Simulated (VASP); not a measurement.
## VASP 6.6.1 run: BeTe

INCAR

```
ISMEAR = 0
PREC = Accurate
EDIFF = 1E-7
ALGO = Normal
SIGMA = 0.01
METAGGA = R2SCAN
ENCUT = 520
ISIF = 2
MAXMIX = 10
LREAL = .FALSE.
IBRION = -1
NBANDS = 11
NELM = 72
LCHARG = .FALSE.
LASPH = .TRUE.
LWAVE = .FALSE.
NSW = 0
```

KPOINTS

```
KPOINTS created by Atomic Simulation Environment
0
Gamma
8 8 8
0 0 0
```

POSCAR

```
Be Te
 1.0000000000000000
     0.0000000000000000    2.8286236254544539    2.8286236254544539
     2.8286236254544539    0.0000000000000000    2.8286236254544539
     2.8286236254544539    2.8286236254544539    0.0000000000000000
 Be  Te
   1   1
Cartesian
  0.0000000000000000  0.0000000000000000 -0.0000000000000000
  1.4143118127272269  1.4143118127272269  1.4143118127272269
```

The recommended PBE PAW datasets give the neutral cell 8 valence electrons.

Command

```
mpirun -np 1 vasp_std
```

OSZICAR

```
N       E                     dE             d eps       ncg     rms          rms(c)
DAV:   1    -0.332285236850E+01   -0.33229E+01   -0.33031E+03   638   0.595E+02
DAV:   2    -0.305302692224E+02   -0.27207E+02   -0.25339E+02   844   0.942E+01
DAV:   3    -0.317751380387E+02   -0.12449E+01   -0.12415E+01   834   0.213E+01
DAV:   4    -0.317868557239E+02   -0.11718E-01   -0.11716E-01   736   0.238E+00
DAV:   5    -0.317870647855E+02   -0.20906E-03   -0.20906E-03   819   0.322E-01    0.456E+00
DAV:   6    -0.306826492625E+02    0.11044E+01   -0.16960E-01   662   0.265E+00    0.326E+00
DAV:   7    -0.306858615617E+02   -0.32123E-02   -0.14137E-01   740   0.209E+00    0.374E-01
DAV:   8    -0.306842811062E+02    0.15805E-02   -0.74063E-03   737   0.429E-01    0.386E-01
DAV:   9    -0.306848449485E+02   -0.56384E-03   -0.81314E-04   740   0.197E-01    0.163E-01
DAV:  10    -0.306849100150E+02   -0.65066E-04   -0.13114E-04   784   0.681E-02    0.338E-02
DAV:  11    -0.306849136909E+02   -0.36759E-05   -0.11435E-05   775   0.272E-02    0.204E-02
DAV:  12    -0.306849144929E+02   -0.80197E-06   -0.54516E-07   715   0.518E-03    0.190E-03
DAV:  13    -0.306849146545E+02   -0.16168E-06   -0.25306E-07   745   0.247E-03    0.669E-04
DAV:  14    -0.306849146540E+02    0.51875E-09   -0.59471E-09   358   0.549E-04
   1 F= -.30684915E+02 E0= -.30684915E+02  d E =-.151658E-15
```

Standard output (part)

```
POSCAR found type information on POSCAR BeTe
 POSCAR found :  2 types and       2 ions
 LDA part: xc-table for (None), standard interpolation
 POSCAR, INCAR and KPOINTS ok, starting setup
 WAVECAR not read
 entering main loop
```

From OUTCAR

```
k-points           NKPTS =     29   k-points in BZ     NKDIM =     29   number of bands    NBANDS=     11

   NELECT =       8.0000    total number of electrons

   dimension x,y,z NGX =    30 NGY =   30 NGZ =   30
   dimension x,y,z NGXF=    60 NGYF=   60 NGZF=   60

  energy-cutoff  :      520.00
  volume of cell :       45.26
      direct lattice vectors                 reciprocal lattice vectors
     0.000000000  2.828623625  2.828623625    -0.176764415  0.176764415  0.176764415
     2.828623625  0.000000000  2.828623625     0.176764415 -0.176764415  0.176764415
     2.828623625  2.828623625  0.000000000     0.176764415  0.176764415 -0.176764415

 k-points in reciprocal lattice and weights: KPOINTS created by Atomic Simulation Env
   0.00000000  0.00000000  0.00000000       0.002
   0.12500000  0.00000000  0.00000000       0.016
   0.25000000  0.00000000  0.00000000       0.016
   0.37500000  0.00000000  0.00000000       0.016
   0.50000000  0.00000000  0.00000000       0.008
   0.12500000  0.12500000  0.00000000       0.012
   0.25000000  0.12500000  0.00000000       0.047
   0.37500000  0.12500000  0.00000000       0.047
   ...

 E-fermi :   4.8378

 k-point     1 :       0.0000    0.0000    0.0000
  band No.  band energies     occupation
      1      -7.9087      2.00000
      2       4.7868      2.00000
      3       4.7868      2.00000
      4       4.7868      2.00000
      5       8.8160      0.00000
      6       8.8160      0.00000
      7       8.8160      0.00000
      8       9.1911      0.00000
      9      13.8005      0.00000
     10      15.5065      0.00000
     11      15.5065      0.00000

 k-point     2 :       0.1250    0.0000    0.0000
  band No.  band energies     occupation
      1      -7.7542      2.00000
      2       3.4764      2.00000
      3       4.5529      2.00000
      4       4.5529      2.00000
      5       8.7964      0.00000
      6       9.1667      0.00000
      7       9.1667      0.00000
      8      10.4237      0.00000
      9      14.2618      0.00000
     10      14.6275      0.00000
     11      14.6275      0.00000

 k-point     3 :       0.2500    0.0000    0.0000
  band No.  band energies     occupation
      1      -7.3280      2.00000
      2       1.4173      2.00000
      3       4.1089      2.00000
      4       4.1089      2.00000
      5       8.5581      0.00000
      6       9.7121      0.00000
      7       9.7121      0.00000
      8      12.4303      0.00000
      9      14.3599      0.00000
     10      14.3599      0.00000
     11      14.5657      0.00000

 k-point     4 :       0.3750    0.0000    0.0000
  band No.  band energies     occupation
      1      -6.7849      2.00000
      2      -0.2260      2.00000
      3       3.7629      2.00000
      4       3.7629      2.00000
      5       8.3681      0.00000
      6       9.8442      0.00000
      7       9.8442      0.00000
      8      13.3044      0.00000
      9      15.2778      0.00000
     10      15.4744      0.00000
     11      15.4744      0.00000

 k-point     5 :       0.5000    0.0000    0.0000
  band No.  band energies     occupation
      1      -6.5010      2.00000
      2      -0.8891      2.00000
      3       3.6380      2.00000
      4       3.6380      2.00000
      5       8.3005      0.00000
      6       9.8093      0.00000
      7       9.8093      0.00000
      8      13.2601      0.00000
      9      16.4959      0.00000
     10      17.0171      0.00000
     11      17.0171      0.00000

 ...

  Total        0.0486663      0.0486663      0.0486663      0.0000000      0.0000000      0.0000000
  in kB        1.7225975      1.7225975      1.7225975      0.0000000      0.0000000      0.0000000
  external PRESSURE =       1.7225975 kB  Pullay stress =       0.0000000 kB

 POSITION                                       TOTAL-FORCE (eV/Angst)
 -----------------------------------------------------------------------------------
      0.00000      0.00000      0.00000        -0.000000     -0.000000      0.000000
      1.41431      1.41431      1.41431         0.000000      0.000000     -0.000000
 -----------------------------------------------------------------------------------
    total drift:                                0.000000      0.000000      0.000000

  FREE ENERGIE OF THE ION-ELECTRON SYSTEM (eV)
  ---------------------------------------------------
  free  energy   TOTEN  =       -30.6849146540 eV

  energy  without entropy=      -30.6849146540  energy(sigma->0) =      -30.68491465
```

It converged. Results: gap between bands v and c on the k mesh 2.37 eV; least direct gap on the k mesh 4.03 eV; pressure 0.2 GPa. Band v is the last that the valence electrons fill when counted band by band, and c is the next.

For comparison, a separate r²SCAN run of the intended cell, on usual settings and not on those above, gives a gap of 2.37 eV on its mesh and a pressure of 0.2 GPa.

The run above took about 47 s on one core of a shared host (Intel Xeon Platinum 8488C) and held 0.17 GiB at most.
